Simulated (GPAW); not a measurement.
Input of a GPAW 26.7.0 run:

Contents of run.py:

```python
from ase.dft.bandgap import bandgap
from ase.io import read, write
from ase.units import GPa
from gpaw import GPAW, PW

atoms = read('SnSe2.xyz')

calc = GPAW(mode=PW(800),
            xc='LDA',
            kpts={'size': (6, 6, 3), 'gamma': True},
            occupations={'name': 'fermi-dirac', 'width': 0.05},
            setups='hgh',
            nbands=-11,
            convergence={'density': 1e-05, 'energy': 1e-05},
            maxiter=150,
            txt='gpaw.txt')
atoms.calc = calc
energy = atoms.get_potential_energy()
forces = atoms.get_forces()
stress = atoms.get_stress()
calc.write('gs.gpw')
write('result.traj', atoms)
print(f'Energy: {energy:.6f} eV')
print('Forces (eV/A):')
print(forces.round(4))
print('Stress (GPa):', (stress / GPa).round(3))
print('Fermi level:', round(calc.get_fermi_level(), 4), 'eV')
print(f'Gap: {bandgap(calc)[0]:.4f} eV, direct: {bandgap(calc, direct=True)[0]:.4f} eV')

path = atoms.cell.bandpath('GMKGALHA,LM,KH', npoints=100, eps=1e-4)
bs_calc = calc.fixed_density(kpts=path, symmetry='off', nbands=-24,
                             convergence={'bands': 'CBM+6.0', 'eigenstates': 1e-6}, txt='bands.txt')
bs = bs_calc.band_structure()
bs.write('bs.json')
print(f'Gap on the path: {bandgap(bs_calc)[0]:.4f} eV')
```

Contents of SnSe2.xyz:

```xyz
3
Lattice="3.8110000000 0.0000000000 0.0000000000 -1.9055000000 3.3004228138 0.0000000000 0.0000000000 0.0000000000 6.1360000000" Properties=species:S:1:pos:R:3 pbc="T T T"
Sn     0.0000000000      0.0000000000      0.0000000000
Se     1.9055000002      1.1001409378      4.6081360000
Se    -0.0000000002      2.2002818760      1.5278640000
```

Potentials or basis: HGH pseudopotentials, pw.

Run with:

```console
$ OMP_NUM_THREADS=1 python run.py
```

(1) Estimate the band gap along the path.

(2) Predict the pressure.

Answers

(1) 0.56 eV, indirect (least direct gap 0.85 eV).

(2) 0.0 GPa.

Caveat: spin-orbit coupling is left out, which moves the levels of the heavy elements; HGH potentials are hard and often keep d shells in the core, so these values are rough.
